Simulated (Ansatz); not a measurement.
A plane-wave DFT run in Ansatz 0.2.0 (scalar-relativistic PAW potentials unless the input names others): input and command.

```yaml
crystal:
  lattice:
    - [4.4666959248, 0.0, 0.0]
    - [2.0898574141, 5.2101446734, 0.0]
    - [0.0, 0.0, 26.4262818016]
  atoms:
    - { symbol: Si, position: [0.5577938508, 0.9451364438, 0.3216494876] }
    - { symbol: Ni, position: [0.9868887496, 0.0966833984, 0.3357896515] }
    - { symbol: Ni, position: [0.366328196, 0.354359989, 0.3598322939] }
    - { symbol: Si, position: [0.7954230948, 0.5059069435, 0.3739724579] }
    - { symbol: Si, position: [0.1755328327, 0.7621509063, 0.3978814282] }
    - { symbol: Ni, position: [0.6046277315, 0.9136978608, 0.4120215923] }
    - { symbol: Ni, position: [0.9840671779, 0.1713744514, 0.4360642347] }
    - { symbol: Si, position: [0.4131620767, 0.322921406, 0.4502043986] }
    - { symbol: Si, position: [0.7815855613, 0.5809814833, 0.4734043406] }
    - { symbol: Ni, position: [0.2089924478, 0.7284482488, 0.4872010887] }
    - { symbol: Ni, position: [0.5866143049, 0.994620523, 0.5100165839] }
    - { symbol: Si, position: [0.0209004014, 0.142916435, 0.5265299416] }
    - { symbol: Si, position: [0.421917062, 0.3941537545, 0.5575685382] }
    - { symbol: Ni, position: [0.850348088, 0.550607636, 0.5642896881] }
    - { symbol: Ni, position: [0.226135339, 0.8175949675, 0.5841521525] }
    - { symbol: Si, position: [0.6487606144, 0.9598726929, 0.5996264483] }
    - { symbol: Si, position: [-0.0298078636, 0.2187314545, 0.6253463547] }
basis:
  ecutrho_ratio: 6
kpoints:
  mp_grid: { grid: [7, 6, 1], shift: [0.5, 0.5, 0.0] }
hamiltonian:
  xc: lda
scf:
  occupations: { method: gaussian, width: 0.1 }
output:
  forces: true
  eigenvalues: true
efield:
  axis: 3
  dipole_correction: true
  ramp_width: 0.04
```

```bash
ansatz run input.yaml --threads 4 --pin off --max-ram 10240MiB --backend cpu --events-out ev --progress --plain --runs-dir out
```

Abridged log:
```
Basis set: ecut = 420 eV, 12071 PW (Γ)
Bands: 108, of which v1, the nominal top of the filled ones, is band 90 counted from 1 (89 counted from 0)
Symmetry: 1 space group operations
k-points: 21 of 42 (time reversal used)
SCF iter   1: F=—  HF=-51667.700945 eV  |F-HF|=—  |Δ(HF+E_count)|=         —  Δρ=8.91e-3  dr2=9.44e-1  ethr=1.77e-3  p=0.014 e·Å  D=4.18e-3 V/Å  ΔV_dip=-0.11 eV  dr2_dipole=2.68e-1  V_vac-E_F(+/−)=4.86/4.97 eV  ⟨swp⟩=8.9  Hψ=11434  notcnv=0  defer=31
efield: sawtooth ramp at fractional position 0.9535 (placed from the atoms, in the widest stretch of the axis that holds none; the zero of the levels goes with the place), width 0.0400; the density the first Hamiltonian is built on has a dipole p = 0.014 e·Å; the dipole correction subtracts the counter field D = 4.18e-3 V/Å, which shifts the + side's vacuum level by -0.11 eV against the − side's; the planar-averaged density in the ramp window peaks in size at 1.2e-6 e/Å³
SCF iter   2: F=—  HF=-51667.763191 eV  |F-HF|=—  |Δ(HF+E_count)|=   6.22e-2  Δρ=1.45e-2  dr2=8.08e-1  ethr=5.24e-4  p=0.042 e·Å  D=1.23e-2 V/Å  ΔV_dip=-0.32 eV  dr2_dipole=9.58e-3  V_vac-E_F(+/−)=4.96/5.28 eV  ⟨swp⟩=2.0  Hψ=3919  notcnv=0  defer=218
SCF iter   3: F=—  HF=-51667.633911 eV  |F-HF|=—  |Δ(HF+E_count)|=   1.29e-1  Δρ=1.53e-3  dr2=1.53e-2  ethr=4.49e-4  p=0.037 e·Å  D=1.10e-2 V/Å  ΔV_dip=-0.29 eV  dr2_dipole=3.53e-5  V_vac-E_F(+/−)=4.93/5.22 eV  ⟨swp⟩=2.0  Hψ=3121  notcnv=0  defer=218
SCF iter   4: F=—  HF=-51667.628992 eV  |F-HF|=—  |Δ(HF+E_count)|=   4.92e-3  Δρ=8.66e-4  dr2=3.84e-3  ethr=8.49e-6  p=0.039 e·Å  D=1.15e-2 V/Å  ΔV_dip=-0.30 eV  dr2_dipole=1.45e-4  V_vac-E_F(+/−)=4.92/5.22 eV  ⟨swp⟩=3.2  Hψ=5135  notcnv=0  defer=218
SCF iter   5: F=—  HF=-51667.628805 eV  |F-HF|=—  |Δ(HF+E_count)|=   1.87e-4  Δρ=4.45e-4  dr2=8.87e-4  ethr=2.13e-6  p=0.040 e·Å  D=1.18e-2 V/Å  ΔV_dip=-0.31 eV  dr2_dipole=7.82e-7  V_vac-E_F(+/−)=4.93/5.24 eV  ⟨swp⟩=2.0  Hψ=3154  notcnv=0  defer=218
SCF iter   6: F=—  HF=-51667.628831 eV  |F-HF|=—  |Δ(HF+E_count)|=   2.68e-5  Δρ=2.72e-4  dr2=3.71e-4  ethr=4.93e-7  p=0.041 e·Å  D=1.20e-2 V/Å  ΔV_dip=-0.32 eV  dr2_dipole=9.55e-8  V_vac-E_F(+/−)=4.93/5.25 eV  ⟨swp⟩=2.0  Hψ=3108  notcnv=0  defer=218
SCF iter   7: F=—  HF=-51667.628827 eV  |F-HF|=—  |Δ(HF+E_count)|=   3.94e-6  Δρ=1.35e-4  dr2=8.94e-5  ethr=2.06e-7  p=0.041 e·Å  D=1.22e-2 V/Å  ΔV_dip=-0.32 eV  dr2_dipole=4.72e-7  V_vac-E_F(+/−)=4.93/5.25 eV  ⟨swp⟩=1.3  Hψ=2178  notcnv=0  defer=218
SCF iter   8: F=—  HF=-51667.628787 eV  |F-HF|=—  |Δ(HF+E_count)|=   4.07e-5  Δρ=2.84e-5  dr2=4.36e-6  ethr=4.97e-8  p=0.042 e·Å  D=1.22e-2 V/Å  ΔV_dip=-0.32 eV  dr2_dipole=2.36e-14  V_vac-E_F(+/−)=4.93/5.26 eV  ⟨swp⟩=2.0  Hψ=3060  notcnv=0  defer=218
SCF iter   9: F=—  HF=-51667.628789 eV  |F-HF|=—  |Δ(HF+E_count)|=   2.23e-6  Δρ=2.28e-5  dr2=2.27e-6  ethr=2.42e-9  p=0.042 e·Å  D=1.22e-2 V/Å  ΔV_dip=-0.32 eV  dr2_dipole=2.86e-9  V_vac-E_F(+/−)=4.93/5.26 eV  ⟨swp⟩=2.3  Hψ=3710  notcnv=0  defer=218
SCF iter  10: F=—  HF=-51667.628789 eV  |F-HF|=—  |Δ(HF+E_count)|=   4.48e-7  Δρ=7.32e-6  dr2=2.84e-7  ethr=1.26e-9  p=0.042 e·Å  D=1.22e-2 V/Å  ΔV_dip=-0.32 eV  dr2_dipole=1.57e-8  V_vac-E_F(+/−)=4.93/5.26 eV  ⟨swp⟩=2.0  Hψ=2819  notcnv=0  defer=218
SCF iter  11: F=-51667.628789 eV  HF=-51667.628789 eV  |F-HF|=9.25e-9  |Δ(HF+E_count)|=   9.12e-8  Δρ=2.02e-6  dr2=2.83e-8  ethr=5.56e-11  p=0.042 e·Å  D=1.23e-2 V/Å  ΔV_dip=-0.32 eV  dr2_dipole=1.39e-9  V_vac-E_F(+/−)=4.93/5.26 eV  ⟨swp⟩=19.1  Hψ=12818  notcnv=0
SCF 1 converged in 11 iterations: F = -51667.628789 eV  dr2 = 2.83e-8
SCF converged after 11 iterations
Free energy (F): -51667.628789 eV
Harris-Foulkes:  -51667.628789 eV  (|F-HF|=9.25e-9)
Internal energy: -51667.591171 eV  (E = F + TS)
E sigma→0 (E₀):  -51667.609980 eV
Entropy (-TS):   -0.037619 eV (-2.213 meV/atom)
Fermi energy:    1.384786 eV
Dipole field:    D = 0.012285 V/Å  (p = 0.041752 e·Å, saw-weighted, corrected)
Work function:   Φ+ = 4.9334 eV   Φ− = 5.2580 eV
Levels:          The Fermi level and band energies are counted from a zero that moves with the ramp; work functions are not
--- Forces (eV/Å), atoms counted from 1 ---
  atom   1  Si    -0.09115996     0.69767702     0.69449639
  atom   2  Ni     0.01532789    -0.19904499     1.13005002
  atom   3  Ni    -0.00279993    -0.20514980     1.16695788
  atom   4  Si     0.04524627    -0.54067113    -0.84330833
  atom   5  Si     0.01777441     0.16496398    -0.82369607
  atom   6  Ni     0.08821557     0.07368314     0.22480747
  atom   7  Ni     0.00512498     0.02790067     0.34630438
  atom   8  Si    -0.04259007    -0.04299396    -0.35317399
  atom   9  Si     0.02118744     0.23461499     0.06382328
  atom  10  Ni    -0.02887500    -0.02707234    -0.05561342
  atom  11  Ni    -0.00627099     0.07301082    -0.01768199
  atom  12  Si     0.03145245    -0.28335771    -0.11152419
  atom  13  Si    -0.03885699     0.25681605    -0.07559087
  atom  14  Ni    -0.00976038    -0.07827150    -0.15947396
  atom  15  Ni     0.00527944     0.15986885    -0.33270854
  atom  16  Si    -0.05549669    -0.26547255    -0.45126232
  atom  17  Si     0.04618696    -0.04647403    -0.40270391
```

Apart from outputs, empty bands and the relaxation, which only the reference makes, the input differs from a reference run on usual settings in kpoints.mp_grid.shift: not typed → [0.5, 0.5, 0.0]; basis.ecutrho_ratio: not typed → 6; hamiltonian.xc: "pbe" → "lda"; basis.ecutwfc: 420 → not typed. The reference, at the same geometry, ended its own course with largest force 1.018 eV/Å (on an atom or along a direction that it held fixed), no gap on the mesh. This run converged in 11 SCF iterations with a total energy on another zero, largest force 1.185 eV/Å, no gap on the mesh.

It took 66 s on 4 threads of Arm Neoverse V1, on a shared host, peak memory 2.2 GiB.